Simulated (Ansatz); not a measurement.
The system is Nd.

```
CELL_PARAMETERS angstrom
0.00000 2.60492 2.60492
2.60492 0.00000 2.60492
2.60492 2.60492 0.00000
ATOMIC_POSITIONS crystal
Nd 0.00000 0.00000 0.00000
```

This isn't the form of Nd at room conditions, which is double hcp.

A run of Ansatz 0.2.0 on this cell left the log below. Logs are shortened: lines on timing, memory, paths and dates and some standing lists are left out, and cuts for length are marked.

```text
Warning: output.forces, output.stress, relax.cell or npt_langevin: where a Kohn–Sham band that disperses or a degenerate level is filled in part under the method tetrahedron, the forces or the stress that this run publishes need not agree with its energy (scf.occupations.method in the input reference, under Limitations); prefer a smearing scheme for the forces or the stress
Warning: RAYON_NUM_THREADS=2 ignored (pool sized by the plan → 2); use --threads N
LAPW: plane waves up to 6.320 Å⁻¹, error target 5.0e-4 eV per atom; small_component_spin mean_spin; Nd in spheres of 1.842 Å, 30 of its electrons in bands, Dirac shells [] (how accurate: hamiltonian.pseudopotentials.lapw.basis_error, Limitations)
band count auto-derived: 24 (N_el = 30.0; filled up to band 15; 21 by the electrons, moments and atoms)
Engine: ansatz 0.2.0, aarch64-unknown-linux-gnu
Pseudopotentials: kind: all_electron
Pseudopotential: Nd, LAPW, valence charge 30, lapw/all_electron/scalar/gaussian/Nd, Koelling and Harmon's equation, gaussian nucleus
Functional definition: BLYP
  parameter beta = 0.0042
  parameter a = 0.04918
  parameter b = 0.132
  parameter c = 0.2533
  parameter d = 0.349
  exchange = b88_x(beta = beta)
  correlation = lyp_c(a = a, b = b, c = c, d = d)
davidson cushion auto → on  (no smearing: the cushion is to keep the highest requested band from converging to the state above it; pin scf.eigensolver.cushion to override)
Crystal: 1 atoms, lattice volume = 35.352 Å³
Basis set: ecut = 152.16995272558916 eV, 169 PW (Γ), exchange–correlation at level 2
Bands: 24, of which v1, the nominal top of the filled ones, is band 15 counted from 1 (14 counted from 0)
Symmetry: 48 space group operations
Space group: Fm-3m (ITA 225), of the structure as read, at distance tolerance 3.3e-5 Å
Magnetic group: BNS 225.116 (UNI 1618), of the structure as read, at distance tolerance 3.3e-5 Å
[... 89 lines left out ...]
spin=Collinear: Kerker preconditioning applied to the charge; magnetization (m = ρ↑ − ρ↓) channel mixes plain (no charge-response kernel on spin).
SCF iter   2: F=-261893.240977 eV  HF=-261893.240977 eV  |F-HF|=9.81e-9  |Δ(HF+E_count)|=   3.26e-9  Δρ=6.66e-7 (↑6.66e-7 ↓3.61e-7)  dr2=1.63e-10  dr2_m=5.86e-11  M=3.852 μB ∫|m|=3.852 μB  ethr=4.58e-12 (applied; sched 1.00e-12)  ⟨swp⟩=3.8  Hψ=7619  notcnv=0
SCF 5 converged in 2 iterations: F = -261893.240977 eV  dr2 = 1.63e-10
this state was not tested for a lower state beside it, because cold or Methfessel-Paxton smearing, or corrected tetrahedra, fill the levels in a way that the test cannot read (fill_not_monotonic; see scf.lower_state_search)
SCF converged after 11 iterations
Magnetization: 3.8430 μB (16.9215 up, 13.0785 down)
Absolute magnetization: 3.8431 μB (∫|ρ↑−ρ↓|)
Spin contamination: 0.0124 ħ² per cell (⟨S²⟩ above its minimum at these occupations)
Per-site moments (μB) at R_I (Å): [(3.736018165572645, 1.8419568877648935)]
Free energy (F): -261893.195564 eV
Harris-Foulkes:  -261893.195564 eV  (|F-HF|=2.08e-8)
Internal energy: -261893.195456 eV  (E = F + TS)
E sigma→0 (E₀):  -261893.195564 eV
Entropy (-TS):   -0.000108 eV (-0.108 meV/atom)
Fermi energy:    14.391302 eV
--- Per-component energies (eV) ---
  E_band       = -2236.239046
  E_kinetic    = 281756.708895
  E_xc         = -6089.282244
  E_electrostatic = -537560.622107  (all electrons and nuclei)
  E_smearing   = -0.000108  (= −TS)
  E_closure    = 0.000000  (closes the sum)
  E_atoms      = -261887.945288  (free atoms, spherical and without spin; not in F)
  Σ components = -261893.195564   (vs F -261893.195564, Δ=0.00e0)
  Basis errors (estimates in eV, not in F): energy 1.3e-4 per atom: plane waves 9.8e-5 (5.1e-5 summed), levels above the bands 0.0e0, relativity 7.8e-8, radial functions 2.7e-5, core shells 2.1e-8; eigenvalues (radial functions only) 5.5e-7; not estimated: angular momenta, meshes, grids; target (lapw.basis_error) 5.0e-4; muffin-tin radii Nd 1.842 Å
--- Forces (eV/Å), atoms counted from 1 ---
  atom   1  Nd     0.00000000    -0.00000000     0.00000000
  max |Σ_I F_I| component: 1.15e-31 eV/Å
--- Stress (GPa, compression-positive) ---
        2.314392      -0.000000      -0.000000
       -0.000000       2.314392       0.000000
       -0.000000       0.000000       2.314392
  P = ⅓ Tr σ = 2.3144 GPa (23.144 kbar)
--- Band table (eV; the first three rows and the last of 90) ---
  k-point 0 ↑: bands = ["-210.3285", "-210.3285", "-210.3285", "-101.0694", "-101.0694", "-101.0694", "-101.0456", "-101.0456", "-23.0265", "-3.7424", "-3.7424", "-3.7424", "10.6111", "13.8689", "13.8689", "13.8689", "14.0624", "15.1182", "15.1182", "15.1182", "15.9874", "15.9874", "15.9874", "18.3461"]
  k-point 1 ↑: bands = ["-210.3285", "-210.3285", "-210.3285", "-101.0694", "-101.0694", "-101.0694", "-101.0456", "-101.0456", "-23.0124", "-3.8778", "-3.7588", "-3.7588", "10.9578", "13.8580", "13.8580", "13.8602", "14.0322", "15.0690", "15.0690", "15.1091", "15.8068", "16.1973", "16.1973", "18.2135"]
  k-point 2 ↑: bands = ["-210.3285", "-210.3285", "-210.3285", "-101.0694", "-101.0694", "-101.0694", "-101.0456", "-101.0456", "-22.9763", "-4.2048", "-3.7998", "-3.7998", "11.7854", "13.8356", "13.8410", "13.8410", "14.0160", "15.0211", "15.0211", "15.0799", "15.5551", "16.4019", "16.4019", "18.2864"]
  k-point 44 ↓: bands = ["-207.8011", "-207.8011", "-207.8011", "-98.5570", "-98.5570", "-98.5570", "-98.5315", "-98.5315", "-21.3407", "-3.3496", "-3.2039", "-2.9220", "14.0862", "15.1475", "15.5712", "16.1874", "16.3264", "16.4196", "16.7399", "16.8322", "16.9639", "17.1426", "18.4986", "21.1388"]
```

Task: Write the input and the command behind it.

Result: Single point with BLYP, collinear spin, ferromagnetic start. The files as run (others can give the same):

input.yaml
```yaml
crystal:
  lattice:
    - [0.0, 2.6049204508, 2.6049204508]
    - [2.6049204508, 0.0, 2.6049204508]
    - [2.6049204508, 2.6049204508, 0.0]
  atoms:
    - { symbol: Nd, position: [0.0, 0.0, 0.0], spin: 3.0 }
kpoints:
  mp_grid: { grid: [9, 9, 9] }
scf:
  occupations: { method: tetrahedron }
hamiltonian:
  xc: blyp
  pseudopotentials: { kind: all_electron, lapw: { basis_error: 0.0005 } }
magnetization:
  spin_polarized: true
output:
  forces: true
  stress: true
  eigenvalues: true
```

Potentials or basis: all-electron LAPW, scalar-relativistic.
Run with:
```console
$ ansatz run input.yaml --threads 2 --pin off --max-ram 6144MiB --backend cpu --events-out ev --progress --plain --runs-dir out
```

Caveat: an open f shell can end in a state above the lowest; the magnetic or orbital state may not be the lowest; spin-orbit coupling is left out, which moves the levels of the heavy elements; with tetrahedron occupations forces and stress needn't match the slope of the energy.
